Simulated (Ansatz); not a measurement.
# 2H-MoTe2 bilayer (AA) in a perpendicular field, part 2 of 2

Wanted: the out-of-plane response of the 2H-MoTe2 bilayer (AA). A positive field points along +c.

Ansatz 0.2.0; plane-wave DFT, PBE-D4, Ansatz PAW (the session's first sound run).

So far. Step 9 (Response, atoms held): The induced dipole is that of a conductor 12.77 Å thick. Step 10 (With spin-orbit coupling, k-mesh 12×12×1): The gap is 0.97 eV. The band edges sampled here don't span that gap, so no ionisation energy or affinity is read off.

### 11. Spin splitting near the zone centre, field 0 (continued)

Groups of levels that meet at the zone centre and whose split, tested at two k, grows in proportion to k or stays under 1 meV; groups that fail this test are left out. Spin splitting, by row:

```tsv
level at the first point (eV from the Fermi level)	states	split at k = 0.031 1/A (eV)	split over 2k (eV Å)
-2.405	2	0	0
-1.952	2	0	0
-1.602	2	0	0
-1.574	2	0	0
-1.279	2	0	0
-1.274	2	0	0
-1.209	2	0	0
-0.8405	2	0	0
2.252	2	0	0
2.303	2	0	0
```

### 12. With spin-orbit coupling, k-mesh 12×12×1, field 0.3 V/Å

This step: plane-wave DFT, PBE, fully relativistic PAW with spin-orbit coupling (Ansatz 0.2.0).

The same in a field along the normal.

input.yaml

```yaml
crystal:
  lattice:
    - [3.5008014324, 0.0, 0.0]
    - [-1.7504007162, 3.0317829741, 0.0]
    - [0.0, 0.0, 29.2780981932]
  atoms:
    - { symbol: Te, position: [0.3333333333, 0.6666666667, 0.3073970154] }
    - { symbol: Mo, position: [0.0, 0.0, 0.3694005693] }
    - { symbol: Te, position: [0.3333333333, 0.6666666667, 0.4314459457] }
    - { symbol: Te, position: [0.3333333333, 0.6666666667, 0.5685540543] }
    - { symbol: Mo, position: [0.0, 0.0, 0.6305994307] }
    - { symbol: Te, position: [0.3333333333, 0.6666666667, 0.6926029846] }
kpoints:
  mp_grid: { grid: [12, 12, 1] }
  band_path: { path: [[0, 0, 0], [0.12, 0, 0]], npoints: 24 }
hamiltonian:
  xc: pbe
  pseudopotentials: { kind: paw_fr }
magnetization:
  noncollinear: true
  spin_orbit: true
scf:
  occupations: { method: fermi_dirac, width: 0.05 }
  convergence: { dr2_threshold: 1.0e-09 }
efield:
  axis: 3
  dipole_correction: true
  ramp_position: 0.97
  ramp_width: 0.06
  amplitude: 0.3
output:
  write_potential: true
  write_density: true
  volumetric_format: npy
```

Command:

```console
$ ansatz run input.yaml --threads 4 --pin off --max-ram 6144MiB --backend cpu --events-out ev --progress --plain --runs-dir out
```

Wall time 92 s (4 threads of Intel Xeon Platinum 8488C (Sapphire Rapids), shared host); peak memory 3.2 GiB.

This step gave:

| Item | Value |
| --- | --- |
| dipole along the normal | 0.2251 e·Å |
| gap along the path | 2.375 eV |
| smallest direct gap along the path | 2.387 eV |
| gap, the smaller of path and mesh | 0.7032 eV |

The dipole is 0.225 e·Å, and the gap 0.703 eV.

### 13. Spin splitting near the zone centre, field 0.3 V/Å

This step: plane-wave DFT, PBE, fully relativistic PAW with spin-orbit coupling; spin splitting near the zone centre (Ansatz 0.2.0).

Numbers from this step:

- largest split over 2k that stays linear in k: 0.5227 eV Å

### 14. The same run with other settings: scf.lower_state_search = "standard"

This step: plane-wave DFT, PBE-D4, Ansatz PAW (Ansatz 0.2.0).

A run with a changed input: it repeats the earlier run at 0.03 V/Å with scf.lower_state_search to standard.

input.yaml, the sections that differ from step 12:

```yaml
kpoints:
  mp_grid: { grid: [18, 18, 1] }
  band_path:
    path: [[0, 0, 0], [0.5, 0, 0], [0.33333333, 0.33333333, 0], [0, 0, 0]]
    npoints: 16
hamiltonian:
  xc: pbe
  dispersion: d4
scf:
  occupations: { method: fermi_dirac, width: 0.05 }
  convergence: { dr2_threshold: 1.0e-10 }
  lower_state_search: standard
efield:
  axis: 3
  dipole_correction: true
  ramp_position: 0.97
  ramp_width: 0.06
  amplitude: 0.03
# crystal, output: as in step 12
# magnetization: removed
```

Run time: 22 s. Hardware: 4 threads; peak memory 1.1 GiB; 84 s of CPU time.

Numbers from this step:

```
dipole along the normal            : 0.02246 e·Å
gap along the path                 : 1.036 eV
smallest direct gap along the path : 1.146 eV
gap, the smaller of path and mesh  : 1.036 eV
```

The electronic bands at the labelled points (eV, zero at the Fermi level of the run, which the smearing sets inside the gap):

```tsv
point	band 43	band 44	band 45	band 46	band 47	band 48	band 49	band 50
Γ	-1.33	-1.33	-1.24	-0.83	2.63	2.63	2.70	2.70
halfway	-1.50	-1.46	-1.42	-1.24	0.81	1.09	1.63	1.67
M	-1.40	-1.19	-0.78	-0.72	0.96	0.99	1.19	1.33
halfway	-2.40	-2.03	-0.76	-0.67	0.90	0.97	1.48	1.64
K	-2.52	-2.14	-0.57	-0.50	0.64	0.68	1.14	1.39
halfway	-1.57	-1.22	-1.12	-1.01	0.60	0.87	1.30	1.38
Γ	-1.33	-1.33	-1.24	-0.83	2.63	2.63	2.70	2.70
```

```tsv
quantity	this run	earlier run	difference
dipole along the normal (e·Å)	0.02246	0.02246	0
gap along the path (eV)	1.036	1.036	0
smallest direct gap along the path (eV)	1.146	1.146	0
```

Nothing in the table moves by 0.01 in its unit (for the dipole 0.5 % and 5e-5 e·Å).

### 15. Varying the input: scf.eigensolver.kind = "davidson"

Another changed input: it repeats the earlier run at 0.03 V/Å with scf.eigensolver.kind to davidson.

Changes to input.yaml since step 14:

```diff
@@ -23,3 +23,3 @@
   convergence: { dr2_threshold: 1.0e-10 }
-  lower_state_search: standard
+  eigensolver: { kind: davidson }
 efield:
```

Wall time 25 s (4 threads); peak memory 1 GiB; 99 s of CPU time.

Numbers from this step:

| Item | Value |
| --- | --- |
| dipole along the normal | 0.02247 e·Å |

Electronic bands along the path, in eV, zero at the Fermi level of the run, which the smearing sets inside the gap:

(Unchanged from step 14.)

```tsv
quantity	this run	earlier run	difference
dipole along the normal (e·Å)	0.02247	0.02246	7.1e-6
gap along the path (eV)	1.036	1.036	-2.0e-6
smallest direct gap along the path (eV)	1.146	1.146	-5.0e-6
```

Nothing in the table moves by 0.01 in its unit (for the dipole 0.5 % and 5e-5 e·Å). The run took 18 SCF cycles against 15.

On this path the gap is indirect, 1.04 eV, with the valence top at K and the conduction bottom between K and Γ. The least direct gap is 1.15 eV.

### 16. What came out

| Property | Result |
| --- | --- |
| gap without field | 1.04 eV |
| ionisation energy, upper face | 4.81 eV |
| electron affinity, upper face | 3.76 eV |
| equivalent conductor thickness, atoms held | 12.8 Å |
| largest split over 2k that stays linear in k at 0 V/Å | 0 eV Å |
| largest split over 2k that stays linear in k at 0.3 V/Å | 0.523 eV Å |

**Reading.** The induced dipole equals that of a perfect conductor 12.77 Å thick, while the outer atoms lie 11.28 Å apart; an out-of-plane ε follows only once a thickness t is chosen, by 1 − 1/ε = 12.77 Å / t. The gap goes from 1.04 eV to 0.85 eV at -0.25 V/Å. With the field reversed the gap is 0.85 eV at 0.25 V/Å. Semilocal functionals give gaps that are too small, and excitons are not included. The field series itself is without spin-orbit coupling.

[Logs are printed without paths, hosts, clocks, repeated set-up lines and the standing remarks that a program may print on its own settings, such as how far it seeks lower states.]

[Hosts, paths, dates, database ids (printed as entryN), source tags and the programs' standing remarks are cut or masked in the printed files.]

[Maps of the electrostatic potential energy from Ansatz leave out the sawtooth potential of an applied field or a dipole correction, so their vacuum need not be flat; planar profiles and work functions include it.]
